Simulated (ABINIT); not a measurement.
Wanted: the native input for an ABINIT 10.8.3 (patched build) run.

- Task: single point
- Functional: LDA
- Potentials or basis: JTH PAW LDA v2.0
- Cutoff: 626 eV
- k mesh: 4 × 4 × 4
- Occupations: fermi-dirac, width 0.05 eV
- Spin: no spin polarisation
- Fine-grid cutoff: 1224.51 eV

The system is Al2O3 (Corundum).

```
Al O
1.0
     2.38025    1.37424    4.33187
    -2.38025    1.37424    4.33187
     0.00000   -2.74848    4.33187
Al O
4 6
Direct
  0.85216 0.85216 0.85216
  0.64784 0.64784 0.64784
  0.14784 0.14784 0.14784
  0.35216 0.35216 0.35216
  0.05668 0.75000 0.44332
  0.75000 0.44332 0.05668
  0.44332 0.05668 0.75000
  0.94332 0.25000 0.55668
  0.25000 0.55668 0.94332
  0.55668 0.94332 0.25000
```

The input as run:

run.abi

```
pp_dirpath "./"
pseudos "Al.LDA_PW-JTH.xml, O.LDA_PW-JTH.xml"

acell 5.1302230849 5.1302230849 5.130223085 Angstrom
rprim
     0.4639661786     0.2678709981     0.8443817345
    -0.4639661786     0.2678709981     0.8443817345
     0.0000000000    -0.5357419962     0.8443817345
ntypat 2
znucl 13 8
natom 10
typat 1 1 1 1 2 2 2 2 2 2
xcart
     0.0000000000    -0.0000000002    20.9274516512
     0.0000000000    -0.0000000001    15.9097355869
     0.0000000000     0.0000000000     3.6306731742
     0.0000000000    -0.0000000001     8.6483892385
    -3.1185676480    -0.2076507955    10.2325520106
     1.3794529601     2.8045842042    10.2325520106
     1.7391146879    -2.5969334090    10.2325520106
     3.1185676480     0.2076507953    14.3255728148
    -1.3794529601    -2.8045842044    14.3255728148
    -1.7391146879     2.5969334088    14.3255728148

ecut 625.861884 eV
pawecutdg 45.0

kptopt 1
ngkpt 4 4 4
nshiftk 1
shiftk 0.0 0.0 0.0

ixc 7

nband 30
occopt 3
tsmear 0.00183747

nstep 100
tolvrs 1.0e-9

iomode 3
prtwf 0
prteig 0
prtebands 0
enunit 2
prtden 1
prtvha 1
prtvclmb 1
prtpot 1
```

Potentials or basis: JTH PAW LDA v2.0.

The run is started by

```console
$ abinit run.abi > log 2>&1
```

Results of the run:

| Quantity | Value |
| --- | --- |
| Pressure | -6.0 GPa |
| Largest force | 0.124 eV/Å |
| Band gap on the k mesh | 6.14 eV, direct |
| Valence electrons inside the program's atomic spheres | Al 0.89; O 4.65 |

It took 83 s on 1 thread of Arm Neoverse N1, with other jobs on the host, peak memory 0.14 GiB.
